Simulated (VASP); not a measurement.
# GaN (Fm-3m) in VASP: single point with LDA

Aim: the single point of GaN with LDA.

Program: VASP 6.6.1. These are calculated values, not measurements. Logs are shortened: lines on timing, memory, paths and dates and some standing lists are left out, and cuts for length are marked.

## Step 1: The crystal as given

Symmetry: Fm-3m, No. 225, cubic system. The conventional cell has a = 4.270 Å, b = 4.270 Å, c = 4.270 Å, α = 90.00°, β = 90.00°, γ = 90.00°. Ga (site symmetry m-3m) is surrounded by 6 N at 2.14 Å. N (site symmetry m-3m) is surrounded by 6 Ga at 2.14 Å.

Measurements of this composition are mostly on another form, of space group No. 186.

## Step 2: Single point, LDA

The input, INCAR:

```
PREC = Accurate
ENCUT = 520
EDIFF = 1E-6
ISMEAR = 0
SIGMA = 0.03
LREAL = F
LASPH = T
NELM = 60
ALGO = Normal
ISIF = 2
LWAVE = F
LCHARG = F
GGA = CA
NBANDS = 16
```

The input, KPOINTS:

```
Automatic mesh
0
Gamma
  14 14 14
```

The input, POSCAR:

```
GaN
1.0
    0.0000000000      2.1352350000      2.1352350000
    2.1352350000      0.0000000000      2.1352350000
    2.1352350000      2.1352350000      0.0000000000
Ga N
1 1
Direct
    0.0000000000      0.0000000000      0.0000000000
    0.5000000000      0.5000000000      0.5000000000
```

Potentials or basis: VASP PAW LDA potentials, release 64 (Ga_d, N).

On the command line:

```bash
cat potpaw_LDA.64/Ga_d/POTCAR potpaw_LDA.64/N/POTCAR > POTCAR
mpirun -np 1 vasp_std > vasp.out
```

OUTCAR:

```text
PREC = Accurate
   ENCUT = 520
   EDIFF = 1E-6
   ISMEAR = 0
   LREAL = F
   LASPH = T
   NELM = 60
   ISIF = 2
   GGA = CA

 ion  position               nearest neighbor table
   1  0.000  0.000  0.000-   2 2.14   2 2.14   2 2.14   2 2.14   2 2.14   2 2.14
   2  0.500  0.500  0.500-   1 2.14   1 2.14   1 2.14   1 2.14   1 2.14   1 2.14

  LATTYP: Found a face centered cubic cell.
 ALAT       =     4.2704700000

  Lattice vectors:

 A1 = (   0.0000000000,   2.1352350000,   2.1352350000)
 A2 = (   2.1352350000,   0.0000000000,   2.1352350000)
 A3 = (   2.1352350000,   2.1352350000,   0.0000000000)

Analysis of symmetry for initial positions (statically):
=====================================================================
 Subroutine PRICEL returns:
 Original cell was already a primitive cell.

 Routine SETGRP: Setting up the symmetry group for a
 face centered cubic supercell.

 Subroutine GETGRP returns: Found 48 space group operations
 (whereof 48 operations were pure point group operations)
 out of a pool of 48 trial point group operations.

The static configuration has the point symmetry O_h .

Analysis of symmetry for dynamics (positions and initial velocities):
=====================================================================
 Subroutine PRICEL returns:
 Original cell was already a primitive cell.

 Routine SETGRP: Setting up the symmetry group for a
 face centered cubic supercell.

 Subroutine GETGRP returns: Found 48 space group operations
 (whereof 48 operations were pure point group operations)
 out of a pool of 48 trial point group operations.

The dynamic configuration has the point symmetry O_h .

 Subroutine INISYM returns: Found 48 space group operations
 (whereof 48 operations are pure point group operations),
 and found     1 'primitive' translations

----------------------------------------------------------------------------------------

                                     Primitive cell

  volume of cell :      19.4700

  direct lattice vectors                    reciprocal lattice vectors
     0.000000000  2.135235000  2.135235000    -0.234166263  0.234166263  0.234166263
     2.135235000  0.000000000  2.135235000     0.234166263 -0.234166263  0.234166263
     2.135235000  2.135235000  0.000000000     0.234166263  0.234166263 -0.234166263

  length of vectors
     3.019678296  3.019678296  3.019678296     0.405587864  0.405587864  0.405587864

  position of ions in fractional coordinates (direct lattice)
     0.000000000  0.000000000  0.000000000
     0.500000000  0.500000000  0.500000000

  ion indices of the primitive-cell ions
   primitive index   ion index
                 1           1
                 2           2

----------------------------------------------------------------------------------------

 KPOINTS: Automatic mesh

Automatic generation of k-mesh.
 Grid dimensions read from file:
 generate k-points for:   14   14   14

 Generating k-lattice:

  Cartesian coordinates                     Fractional coordinates (reciprocal lattice)
    -0.016726162  0.016726162  0.016726162     0.071428571  0.000000000  0.000000000
     0.016726162 -0.016726162  0.016726162     0.000000000  0.071428571  0.000000000
     0.016726162  0.016726162 -0.016726162     0.000000000  0.000000000  0.071428571

  Length of vectors
     0.028970562  0.028970562  0.028970562

  Shift w.r.t. Gamma in fractional coordinates (k-lattice)
     0.000000000  0.000000000  0.000000000

 Subroutine IBZKPT returns following result:
 ===========================================

 Found    104 irreducible k-points:

 Following reciprocal coordinates:
            Coordinates               Weight
  0.000000  0.000000  0.000000      1.000000
  0.071429  0.000000  0.000000      8.000000
  0.142857  0.000000  0.000000      8.000000
  0.214286  0.000000  0.000000      8.000000
  0.285714  0.000000  0.000000      8.000000
  0.357143  0.000000  0.000000      8.000000
[... 16 lines left out ...]
  0.214286  0.142857  0.000000     24.000000
  0.285714  0.142857  0.000000     24.000000
 [... further k-points ...]
   k-points           NKPTS =    104   k-points in BZ     NKDIM =    104   number of bands    NBANDS=     16
   number of dos      NEDOS =    301   number of ions     NIONS =      2
   total plane-waves  NPLWV =  13824
   dimension x,y,z NGX =    24 NGY =   24 NGZ =   24
   dimension x,y,z NGXF=    48 NGYF=   48 NGZF=   48
   ions per type =               1   1
   NGX,Y,Z   is equivalent  to a cutoff of  13.21, 13.21, 13.21 a.u.
   NGXF,Y,Z  is equivalent  to a cutoff of  26.43, 26.43, 26.43 a.u.
 SYSTEM =  unknown system
   PREC   = accura    normal or accurate (medium, high low for compatibility)
   ISTART =      0    job   : 0-new  1-cont  2-samecut
   ICHARG =      2    charge: 1-file 2-atom 10-const
   ISPIN  =      1    spin polarized calculation?
   LNONCOLLINEAR =      F non collinear calculations
   LSORBIT =      F    spin-orbit coupling
   LASPH  =      T    aspherical Exc in radial PAW
   ENCUT  =  520.0 eV  38.22 Ry    6.18 a.u.   5.61  5.61  5.61*2*pi/ulx,y,z
   NELM   =     60;   NELMIN=  2; NELMDL= -5     # of ELM steps
   EDIFF  = 0.1E-05   stopping-criterion for ELM
   LREAL  =      F    real-space projection
[... 7 lines left out ...]
   TEBEG  =    0.0;   TEEND  =   0.0 temperature during run
   PSTRESS=    0.0 pullay stress
   NELECT =      18.0000    total number of electrons
   NUPDOWN=      -1.0000    fix difference up-down
   EMIN   =  10.00;   EMAX   =-10.00  energy-range for DOS
   EFERMI =   0.00;   METHOD = LEGACY
   ISMEAR =     0;   SIGMA  =   0.03  broadening in eV -4-tet -1-fermi 0-gaus
   EFERMI_NEDOS =   21; number of points for ismear=-14 and -15
   IALGO  =     38    algorithm
   IMIX   =      4    mixing-type and parameters
     AMIX     =   0.40;   BMIX     =  1.00
     AMIX_MAG =   1.60;   BMIX_MAG =  1.00
  volume/ion in A,a.u.               =       9.74        65.70
  Fermi-wavevector in a.u.,A,eV,Ry     =   1.594814  3.013761 34.605481  2.543431
  Thomas-Fermi vector in A             =   2.692830
   LORBIT       =      0    0 simple, 1 ext, 2 COOP (PROOUT), +10 PAW based schemes
   GGA     = CA    functional components
   LHFCALC =     F    Hartree Fock is set to
   AEXX    =    0.0000 exact exchange contribution
   IVDW    =     0    specifies the selected vdW correction
   LEPSILON=     F    determine dielectric tensor
   LRPA    =     F    only Hartree local field effects (RPA)
 non-spin polarized calculation
 Gauss-broadening in eV      SIGMA  =   0.03
  energy-cutoff  :      520.00
  volume of cell :       19.47
 maximum number of plane-waves:       544
   NGX = 11   NGY = 11   NGZ = 11

 number of electron      18.0000005 magnetization

 Free energy of the ion-electron system (eV)
  ---------------------------------------------------
  ext. energy  EPLUGINS =         0.00000000
  ---------------------------------------------------
  free energy    TOTEN  =       -13.03869560 eV

  energy without entropy =      -13.03869560  energy(sigma->0) =      -13.03869560

 E-fermi :   7.4086     XC(G=0): -13.3026

 val. band max:        7.2939767944   @ k =  -0.2143   0.1429   0.0000
 cond. band min:       7.5148033041   @ k =   0.5000   0.5000   0.0000
 fundamental gap:      0.2208265097
 Fermi energy:         7.4085690903

 k-point     1 :       0.0000    0.0000    0.0000
  band No.  band energies     occupation
      1      -9.6002      2.00000
      2      -6.8141      2.00000
      3      -6.8141      2.00000
      4      -6.8141      2.00000
      5      -6.7244      2.00000
      6      -6.7244      2.00000
[... 8 lines left out ...]
     15      22.3818      0.00000
     16      22.3818      0.00000

 k-point     2 :       0.0714    0.0000    0.0000
  band No.  band energies     occupation
      1      -9.5020      2.00000
      2      -6.8175      2.00000
      3      -6.8085      2.00000
      4      -6.8085      2.00000
      5      -6.7310      2.00000
      6      -6.7310      2.00000
[... 8 lines left out ...]
     15      22.6237      0.00000
     16      22.6237      0.00000

 k-point     3 :       0.1429    0.0000    0.0000
  band No.  band energies     occupation
      1      -9.2124      2.00000
      2      -6.8267      2.00000
      3      -6.8049      2.00000
      4      -6.8049      2.00000
      5      -6.7375      2.00000
      6      -6.7375      2.00000
[... 8 lines left out ...]
     15      23.2263      0.00000
     16      23.2263      0.00000

 k-point     4 :       0.2143    0.0000    0.0000
  band No.  band energies     occupation
      1      -8.7482      2.00000
      2      -6.8383      2.00000
      3      -6.8313      2.00000
      4      -6.8313      2.00000
      5      -6.7148      2.00000
      6      -6.7148      2.00000
[... 8 lines left out ...]
     15      24.1778      0.00000
     16      24.1778      0.00000

 k-point     5 :       0.2857    0.0000    0.0000
  band No.  band energies     occupation
      1      -8.1467      2.00000
      2      -6.8736      2.00000
      3      -6.8736      2.00000
      4      -6.8460      2.00000
      5      -6.6760      2.00000
      6      -6.6760      2.00000
[... 8 lines left out ...]
     15      25.4541      0.00000
     16      25.4541      0.00000

 k-point     6 :       0.3571    0.0000    0.0000
  band No.  band energies     occupation
      1      -7.4956      2.00000
      2      -6.9138      2.00000
      3      -6.9138      2.00000
      4      -6.8298      2.00000
      5      -6.6384      2.00000
      6      -6.6384      2.00000
[... 8 lines left out ...]
     15      27.0036      0.00000
     16      27.0036      0.00000
[... 267 lines left out ...]
 k-point    21 :      -0.0714    0.0714    0.0000
  band No.  band energies     occupation
      1      -9.3414      2.00000
      2      -6.8242      2.00000
      3      -6.8027      2.00000
      4      -6.7992      2.00000
      5      -6.7569      2.00000
      6      -6.7201      2.00000
[... 8 lines left out ...]
     15      22.9972      0.00000
     16      23.8520      0.00000

 k-point    22 :       0.1429    0.1429    0.0000
  band No.  band energies     occupation
      1      -9.1082      2.00000
      2      -6.8453      2.00000
      3      -6.7848      2.00000
      4      -6.7737      2.00000
      5      -6.7737      2.00000
      6      -6.7050      2.00000
[... 8 lines left out ...]
     15      26.0071      0.00000
     16      26.0071      0.00000

 k-point    23 :       0.2143    0.1429    0.0000
  band No.  band energies     occupation
      1      -8.8065      2.00000
      2      -6.8589      2.00000
      3      -6.8012      2.00000
      4      -6.7650      2.00000
      5      -6.7282      2.00000
      6      -6.6895      2.00000
[... 8 lines left out ...]
     15      26.4264      0.00000
     16      26.8458      0.00000

 k-point    24 :       0.2857    0.1429    0.0000
  band No.  band energies     occupation
      1      -8.3906      2.00000
      2      -6.8720      2.00000
      3      -6.8087      2.00000
      4      -6.7852      2.00000
      5      -6.6570      2.00000
      6      -6.6307      2.00000
[... 8 lines left out ...]
     15      26.5197      0.00000
     16      27.5937      0.00000

 [... further k-points ...]
[... 5 lines left out ...]
  --------------------------------------------------------------------------------------
  -------------------------------------------------------------------------------------
  Total       -1.5091588     -1.5091588     -1.5091588      0.0000000      0.0000000     -0.0000000
  in kB     -124.1876694   -124.1876694   -124.1876694      0.0000000      0.0000000     -0.0000000
  external PRESSURE =    -124.1876694 kB  Pullay stress =       0.0000000 kB

 VOLUME and BASIS-vectors are now :
 -----------------------------------------------------------------------------
  energy-cutoff  :      520.00
  volume of cell :       19.47
      direct lattice vectors                 reciprocal lattice vectors
     0.000000000  2.135235000  2.135235000    -0.234166263  0.234166263  0.234166263
     2.135235000  0.000000000  2.135235000     0.234166263 -0.234166263  0.234166263
     2.135235000  2.135235000  0.000000000     0.234166263  0.234166263 -0.234166263

 POSITION                                       TOTAL-FORCE (eV/Angst)
 -----------------------------------------------------------------------------------
      0.00000      0.00000      0.00000        -0.000000     -0.000000     -0.000000
      2.13524      2.13524      2.13524         0.000000      0.000000      0.000000
 -----------------------------------------------------------------------------------
    total drift:                                0.000000     -0.000000     -0.000000

  FREE ENERGIE OF THE ION-ELECTRON SYSTEM (eV)
  ---------------------------------------------------
  free  energy   TOTEN  =       -13.0386956020 eV

  energy  without entropy=      -13.0386956019  energy(sigma->0) =      -13.03869560
```

It took 13 s on 1 thread of Intel Xeon Platinum 8559C (Emerald Rapids), shared host; peak memory 0.14 GiB.

Results:

- Free energy: -13.0387 eV
- Pressure: -12.4 GPa
- Band gap on the k mesh: 0.22 eV, indirect (least direct gap 2.45 eV)

A k mesh can miss the band edges. As with any semilocal functional, this LDA gap is likely too small.
